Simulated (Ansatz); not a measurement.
**CoPt: how the settings move a relaxation**

How sensitive is a relaxation of CoPt to its settings? A reference run comes first, then one run with altered input.

Method: reference: DFT, PBEsol, PAW with Ansatz's default frozen-core files, scalar-relativistic; relaxation of cell and atoms, in Ansatz 0.2.0.

### 1 Starting point

It takes space group P4/mmm (No. 123, tetragonal). Conventional cell: a = 2.691 Å, b = 2.691 Å, c = 3.684 Å, α = 90.00°, β = 90.00°, γ = 90.00°. Around Co (site symmetry 4/mmm) lie 8 Pt at 2.65 Å and 4 Co at 2.69 Å. Around Pt (site symmetry 4/mmm) lie 8 Co at 2.65 Å and 4 Pt at 2.69 Å.

Coordinates:

```
CELL_PARAMETERS angstrom
2.69100 0.00000 0.00000
0.00000 2.69100 0.00000
0.00000 0.00000 3.68400
ATOMIC_POSITIONS crystal
Co 0.00000 0.00000 0.00000
Pt 0.50000 0.50000 0.50000
```

### 2 Reference

Contents of input.yaml:

```yaml
crystal:
  lattice:
    - [2.691, 0.0, 0.0]
    - [0.0, 2.691, 0.0]
    - [0.0, 0.0, 3.684]
  atoms:
    - { symbol: Co, position: [0.0, 0.0, 0.0], spin: 2.0 }
    - { symbol: Pt, position: [0.5, 0.5, 0.5] }
magnetization:
  spin_polarized: true
kpoints:
  mp_grid: { grid: [12, 12, 10] }
scf:
  occupations: { method: fermi_dirac, width: 0.08 }
hamiltonian:
  xc: pbesol
  pseudopotentials: { kind: paw }
relax:
  f_tol: 0.002
  max_steps: 80
  cell: {}
output:
  forces: true
  stress: true
```

Launch:

```bash
> ansatz run input.yaml --threads 2 --pin off --max-ram 6144MiB --backend cpu --events-out ev --progress --plain --runs-dir out
```

The main lines of its log:

```text
[...]
Basis set: ecut = 420 eV, 529 PW (Γ), exchange–correlation on 36×36×50 points (8 copies of the dense FFT grid, shifted against one another)
[...]
Magnetic group: BNS 123.339 (UNI 999), of the structure as read, at distance tolerance 3.0e-5 Å
k-points: 168 of 1440
[...]
SCF iter   1: F=—  HF=-17476.944337 eV  |F-HF|=—  |Δ(HF+E_count)|=         —  Δρ=7.43e-2 (↑4.33e-2 ↓7.43e-2)  dr2=4.76e0  dr2_m=1.03e-1  M=2.168 μB ∫|m|=2.225 μB  β_m=0.30  ethr=3.10e-3  ⟨swp⟩=5.2  Hψ=29184  notcnv=0
[...]
preconditioner: auto → none  [metal: Δε(μ)=0.005 eV  Ē_g=9.509 eV  σ=0.080 eV  W_gap=0.02  n_scr=6 (ndim 8)  ℏωp=31.3 eV  f_vac=0.000  D(μ)=2.77/eV (n_scr^D=36)  sad-step TF]
SCF iter   2: F=—  HF=-17476.763101 eV  |F-HF|=—  |Δ(HF+E_count)|=   1.81e-1  Δρ=4.90e-2 (↑2.59e-2 ↓4.90e-2)  dr2=1.92e0  dr2_m=7.30e-2  M=2.212 μB ∫|m|=2.287 μB  β_m=0.54  ethr=3.10e-3  ⟨swp⟩=2.0  Hψ=11992  notcnv=0  defer=48
[...]
relax step   1: F+E_penalty+E_count = -17476.95600528 eV  Δ(F+E_penalty+E_count) = +0.000e0 eV  max|allowed force component| = 7.100e-30 eV/Å  Δτ_max = 0.0000 Å  P = -6.773 GPa  Ω = 26.678 Å³  (13 SCF iters, dr2 threshold 1.00e-7 eV, accepted)
[...]
Basis set: ecut = 420 eV, 505 PW (Γ), exchange–correlation on 36×36×50 points (8 copies of the dense FFT grid, shifted against one another)
[...]
relax step   2: F+E_penalty+E_count = -17476.97068950 eV  Δ(F+E_penalty+E_count) = -1.468e-2 eV  max|allowed force component| = 9.861e-30 eV/Å  Δτ_max = 0.0000 Å  P = +2.976 GPa  Ω = 25.622 Å³  energy of the carried Pulay correction = +7.715e-4 eV  (9 SCF iter
[...]
relax step   3: F+E_penalty+E_count = -17476.97326645 eV  Δ(F+E_penalty+E_count) = -2.577e-3 eV  max|allowed force component| = 3.254e-30 eV/Å  Δτ_max = 0.0000 Å  P = -0.182 GPa  Ω = 25.935 Å³  energy of the carried Pulay correction = +5.386e-4 eV  (10 SCF ite
[...]
relax step   4: F+E_penalty+E_count = -17476.97329095 eV  Δ(F+E_penalty+E_count) = -2.451e-5 eV  max|allowed force component| = 1.657e-29 eV/Å  Δτ_max = 0.0000 Å  P = -0.008 GPa  Ω = 25.917 Å³  energy of the carried Pulay correction = +5.518e-4 eV  (7 SCF iter
[...]
SCF iter   9: F=—  HF=-17476.972776 eV  |F-HF|=—  |Δ(HF+E_count)|=  1.35e-10  Δρ=7.27e-8 (↑3.67e-8 ↓7.27e-8)  dr2=3.14e-12  dr2_m=3.50e-13  M=2.227 μB ∫|m|=2.370 μB  β_m=0.94  ethr=1.00e-12  ⟨swp⟩=1.9  Hψ=10111  notcnv=0
SCF iter  10: F=-17476.972776 eV  HF=-17476.972776 eV  |F-HF|=1.09e-11  |Δ(HF+E_count)|=  1.82e-11  Δρ=1.82e-7 (↑3.92e-8 ↓1.82e-7)  dr2=1.19e-11  dr2_m=1.41e-12  M=2.227 μB ∫|m|=2.370 μB  ethr=1.00e-12  ⟨swp⟩=4.0  Hψ=29639  notcnv=0
[...]
relax step   5: F+E_penalty+E_count = -17476.97277595 eV  Δ(F+E_penalty+E_count) = +5.150e-4 eV  max|allowed force component| = 1.637e-29 eV/Å  Δτ_max = 0.0000 Å  P = -0.017 GPa  Ω = 25.917 Å³  stress off target by 3.26e-2 GPa  SCF on the basis re-selected at 
[...]
SCF converged after 10 iterations
Magnetization: 2.2270 μB (18.6135 up, 16.3865 down)
[...]
Free energy (F): -17476.972776 eV
[...]
E sigma→0 (E₀):  -17476.948761 eV
[...]
Fermi energy:    21.481118 eV
[...]
  P = ⅓ Tr σ = -0.0173 GPa (-0.173 kbar)
--- Relaxed structure (4 steps of the walk, 4 accepted, 1 SCFs on fresh bases) ---
[...]
```

Wall time 36 s (2 threads of Arm Neoverse V1, shared host); peak memory 0.45 GiB.

### 3 Again, with occupations.width 0.2, n_extra_bands 32, lower_state_search light

Changes to input.yaml since step 2:

```diff
@@ -13,3 +13,5 @@
 scf:
-  occupations: { method: fermi_dirac, width: 0.08 }
+  occupations: { method: fermi_dirac, width: 0.2 }
+  n_extra_bands: 32
+  lower_state_search: light
 hamiltonian:
```

Launch:

```bash
> ansatz run input.yaml --threads 2 --pin off --max-ram 6144MiB --backend cpu --events-out ev --progress --plain --runs-dir out
```

The program printed (excerpt; [...] marks lines left out):

```text
scf.n_extra_bands = 32 over 18 filled bands (N_el = 35.0): the run solves 50 bands
[...]
Pseudopotentials: kind: paw
Pseudopotential: Co, paw, valence charge 17, recommended cutoff 420 eV (normal), Co.paw.azcp
Pseudopotential: Pt, paw, valence charge 18, recommended cutoff 420 eV (normal), Pt.paw.azcp
Functional definition: PBEsol
[...]
Crystal: 2 atoms, lattice volume = 26.678 Å³
Basis set: ecut = 420 eV, 529 PW (Γ), exchange–correlation on 36×36×50 points (8 copies of the dense FFT grid, shifted against one another)
Bands: 50, of which v1, the nominal top of the filled ones, is band 18 counted from 1 (17 counted from 0)
Symmetry: 16 space group operations
Space group: P4/mmm (ITA 123), of the structure as read, at distance tolerance 3.0e-5 Å
Magnetic group: BNS 123.339 (UNI 999), of the structure as read, at distance tolerance 3.0e-5 Å
k-points: 168 of 1440
[...]
Starting moments: Σ|m| = 2 μB on 1 of 2 sites
[...]
SCF iter   1: F=—  HF=-17477.155278 eV  |F-HF|=—  |Δ(HF+E_count)|=         —  Δρ=7.25e-2 (↑4.43e-2 ↓7.25e-2)  dr2=4.78e0  dr2_m=6.14e-2  M=2.064 μB ∫|m|=2.130 μB  β_m=0.30  ethr=3.10e-3  ⟨swp⟩=5.1  Hψ=68778  notcnv=0  defer=6012
[...]
relax step   1: F+E_penalty+E_count = -17477.09260480 eV  Δ(F+E_penalty+E_count) = +0.000e0 eV  max|allowed force component| = 9.861e-32 eV/Å  Δτ_max = 0.0000 Å  P = -6.189 GPa  Ω = 26.678 Å³  (13 SCF iters, dr2 threshold 1.00e-7 eV, accepted)
[...]
SCF converged after 7 iterations
Magnetization: 2.0875 μB (18.5438 up, 16.4562 down)
Absolute magnetization: 2.2159 μB (∫|ρ↑−ρ↓|, with the PAW one-centre terms)
Spin contamination: 0.0456 ħ² per cell (⟨S²⟩ above its minimum at these occupations)
Per-site moments (μB) at R_I (Å): [(1.7847396637541708, 1.0821635281317101), (0.3606111970337067, 1.0821635281317101)]
Free energy (F): -17477.106947 eV
[...]
E sigma→0 (E₀):  -17476.940347 eV
Entropy (-TS):   -0.333199 eV (-166.599 meV/atom)
Fermi energy:    21.448402 eV
[...]
--- Forces (eV/Å), atoms counted from 1 ---
  atom   1  Co    -0.00000000    -0.00000000     0.00000000
  atom   2  Pt     0.00000000     0.00000000     0.00000000
[...]
--- Stress (GPa, compression-positive) ---
        0.000332       0.000000       0.000000
        0.000000       0.000332       0.000000
        0.000000       0.000000      -0.000857
  P = ⅓ Tr σ = -0.0001 GPa (-0.001 kbar)
--- Relaxed structure (5 steps of the walk, 5 accepted, 2 SCFs on fresh bases) ---
  F+E_penalty+E_count = -17477.10694662 eV   max|allowed force component| = 1.321e-29 eV/Å   (the final SCF, on the basis selected at the relaxed cell)
  cell:  # Å, volume = 25.9547 Å³
    - [2.668212377147658, 8.265929745022328e-35, 0.0]
    - [8.265929745022328e-35, 2.668212377147658, 0.0]
    - [0.0, 0.0, 3.645649016798604]
  atoms:
    - { symbol: Co, position: [2.236540719513234e-36, -9.522771032302443e-36, 0.0] }
    - { symbol: Pt, position: [0.5, 0.5, 0.49999999999999994] }
```

It took 87 s on 2 threads of Arm Neoverse V1, shared host; peak memory 0.6 GiB.

Changing the smearing, band count and search for lower states moves the energy by +4.2 meV/atom (σ→0 values), and the absolute moment goes from 2.37 to 2.22 μB. Cost: 61 SCF cycles against 49, 87 s against 36 s. The variant is not converged in its settings.

### 4 All runs together

```csv
run,ending,energy change,pressure (GPa),abs. moment (μB),force (eV/Å),cycles,time
reference,converged,0,0.0,2.37,0.00,49,36 s
"1: occupations.width 0.2, n_extra_bands 32, lower_state_search light",converged,+4.2 meV/atom (σ→0),0.0,2.22,0.00,61,87 s
```

**Reading.** Changing the smearing, band count and search for lower states moves the energy by +4.2 meV/atom (σ→0 values), and the absolute moment goes from 2.37 to 2.22 μB. Cost: 61 SCF cycles against 49, 87 s against 36 s.
